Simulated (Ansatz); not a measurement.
# Ga: the cost of one run

Method: DFT PBEsol, scalar-relativistic, plane waves, PAW, in Ansatz 0.2.0.

## (1) Starting point

It takes space group P6/mmm (No. 191, hexagonal). The conventional cell has a = 5.012 Å, b = 5.012 Å, c = 3.073 Å, α = 90.00°, β = 90.00°, γ = 120.00°. Around Ga (site symmetry 6/mmm) lie 14 Ga at 3.07 to 3.28 Å. Ga (site symmetry -6m2) has 11 Ga at 2.89 to 3.28 Å as nearest neighbours.

Structure file:

```
Ga
1.0
     5.01193    0.00000    0.00000
    -2.50597    4.34046    0.00000
     0.00000    0.00000    3.07253
Ga
3
Direct
  0.00000 0.00000 0.00000
  0.33333 0.66667 0.50000
  0.66667 0.33333 0.50000
```

This is candidate A: omega type (P6/mmm, No. 191).

(A quick probe on a coarse mesh, which set the mesh and smearing, is not shown.)

## (3) A loose first relaxation (candidate A)

The input, input.yaml:

```yaml
crystal:
  lattice:
    - [5.0119312364, 0.0, 0.0]
    - [-2.5059656182, 4.3404597727, 0.0]
    - [0.0, 0.0, 3.072531758]
  atoms:
    - { symbol: Ga, position: [0.0, 0.0, 0.0] }
    - { symbol: Ga, position: [0.3333333333, 0.6666666667, 0.5] }
    - { symbol: Ga, position: [0.6666666667, 0.3333333333, 0.5] }
basis:
  ecutwfc: 420
kpoints:
  mp_grid: { grid: [6, 6, 6] }
hamiltonian:
  xc: pbesol
scf:
  occupations: { method: gaussian, width: 0.1 }
  lower_state_search: "off"
output:
  forces: true
  stress: true
  eigenvalues: true
relax:
  adjacent_minimum: "off"
  f_tol: 0.04
  max_steps: 70
  cell: { stress_tol: 0.4 }
```

What time and memory should one allow on 1 thread of an Arm CPU, shared host?

About 28 s, with a peak of 0.41 GiB.
